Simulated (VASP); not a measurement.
Set up this calculation in VASP 6.6.1, as the native input.

```yaml
Task: band structure
Functional: B3LYP
Potentials_or_basis: VASP PAW PBE potentials, release 64 (Cd, O)
Cutoff: 520 eV
k_mesh: 4 × 4 × 4
Occupations: gaussian, width 0.02 eV
Spin: no spin polarisation
Grid_for_exact_exchange_PRECFOCK: Normal
Exchange_at_q_=_0: truncated
Further_INCAR_settings: ALGO = Normal; EDIFF = 1e-06; NBANDS = 16
```

CdO (Monteponite):

```
CELL_PARAMETERS angstrom
0.00000 2.34765 2.34765
2.34765 0.00000 2.34765
2.34765 2.34765 0.00000
ATOMIC_POSITIONS crystal
Cd 0.00000 0.00000 0.00000
O 0.50000 0.50000 0.50000
```

The input as run:

POSCAR

```
CdO
1.0
    0.0000000000      2.3476500000      2.3476500000
    2.3476500000      0.0000000000      2.3476500000
    2.3476500000      2.3476500000      0.0000000000
Cd O
1 1
Direct
    0.0000000000      0.0000000000      0.0000000000
    0.5000000000      0.5000000000      0.5000000000
```

INCAR.step1

```
PREC = Accurate
ENCUT = 520
EDIFF = 1E-5
ISMEAR = 0
SIGMA = 0.02
LREAL = False
LASPH = True
NELM = 80
ALGO = Normal
ISIF = 2
LWAVE = True
LCHARG = False
NBANDS = 16
GGA = PE
```

INCAR.step2

```
PREC = Accurate
ENCUT = 520
EDIFF = 1E-6
ISMEAR = 0
SIGMA = 0.02
LREAL = False
LASPH = True
NELM = 80
ALGO = Normal
ISIF = 2
LWAVE = False
LCHARG = False
GGA = B3
LHFCALC = True
AEXX = 0.2
AGGAX = 0.72
AGGAC = 0.81
ALDAC = 0.19
PRECFOCK = Normal
NBANDS = 16
ISTART = 1
HFRCUT = -1
```

KPOINTS

```
Automatic mesh
0
Gamma
  4 4 4
```

KPOINTS_OPT

```
path GXWKGLUWLK,UX
8
line-mode
reciprocal
 0.0000000000  0.0000000000  0.0000000000  G
 0.5000000000  0.0000000000  0.5000000000  X

 0.5000000000  0.0000000000  0.5000000000  X
 0.5000000000  0.2500000000  0.7500000000  W

 0.5000000000  0.2500000000  0.7500000000  W
 0.3750000000  0.3750000000  0.7500000000  K

 0.3750000000  0.3750000000  0.7500000000  K
 0.0000000000  0.0000000000  0.0000000000  G

 0.0000000000  0.0000000000  0.0000000000  G
 0.5000000000  0.5000000000  0.5000000000  L

 0.5000000000  0.5000000000  0.5000000000  L
 0.6250000000  0.2500000000  0.6250000000  U

 0.6250000000  0.2500000000  0.6250000000  U
 0.5000000000  0.2500000000  0.7500000000  W

 0.5000000000  0.2500000000  0.7500000000  W
 0.5000000000  0.5000000000  0.5000000000  L

 0.5000000000  0.5000000000  0.5000000000  L
 0.3750000000  0.3750000000  0.7500000000  K

 0.6250000000  0.2500000000  0.6250000000  U
 0.5000000000  0.0000000000  0.5000000000  X
```

Potentials or basis: VASP PAW PBE potentials, release 64 (Cd, O).

Launch:

```console
$ cat potpaw_PBE.64/Cd/POTCAR potpaw_PBE.64/O/POTCAR > POTCAR
$ cp INCAR.step1 INCAR
$ mpirun -np 1 vasp_std > vasp.out
$ cp INCAR.step2 INCAR
$ mpirun -np 1 vasp_std > vasp.out
```

Results of the run:

| Item | Value |
| --- | --- |
| Pressure | 8.1 GPa |
| Band gap on the k mesh | 1.37 eV, indirect (least direct gap 2.71 eV) |
| Band gap along the path | 1.37 eV, indirect (least direct gap 2.71 eV) |

Caveat: the k mesh is coarse (spacing up to 0.58 Å⁻¹), so the values aren't converged, least of all with exact exchange; the PAW data sets were made with another functional, which shifts forces and pressure a little.

Run time: 17 min on 1 thread of Intel(R) Xeon(R) 6975P-C (Granite Rapids) (shared host), peak memory 0.16 GiB.
